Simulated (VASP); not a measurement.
TaC, 2 atoms in the cell. Symmetry: Fm-3m, No. 225, cubic system. Conventional cell: a = 4.446 Å, b = 4.446 Å, c = 4.446 Å, α = 90.00°, β = 90.00°, γ = 90.00°. Around Ta (site symmetry m-3m) lie 6 C at 2.22 Å. C (site symmetry m-3m) has 6 Ta at 2.22 Å as nearest neighbours. 

- Program: VASP 6.6.1
- Task: relaxation of cell and atoms
- Functional: PBE
- Potentials or basis: VASP PAW PBE potentials, release 64 (Ta_pv, C)
- Cutoff: 600 eV
- k mesh: 16 × 16 × 16
- Occupations: gaussian, width 0.1 eV
- Spin: no spin polarisation
- Further INCAR settings: ALGO = Normal; EDIFF = 1e-07; IBRION = 2; EDIFFG = -0.004; NSW = 80; ISIF = 3

Potentials or basis: VASP PAW PBE potentials, release 64 (Ta_pv, C).

Launch:

```console
$ cat potpaw_PBE.64/Ta_pv/POTCAR potpaw_PBE.64/C/POTCAR > POTCAR
$ mpirun -np 1 vasp_std > vasp.out
```

Hardware: 1 thread of Intel(R) Xeon(R) Platinum 8488C (Sapphire Rapids), on a shared host.

Task: How long does it take, and how much memory?

Result: Run time: 72 s on 1 thread of Intel(R) Xeon(R) Platinum 8488C (Sapphire Rapids), with other jobs on the host, peak memory 0.2 GiB. Counts: scf iterations 35, k points 145, ion steps 4.
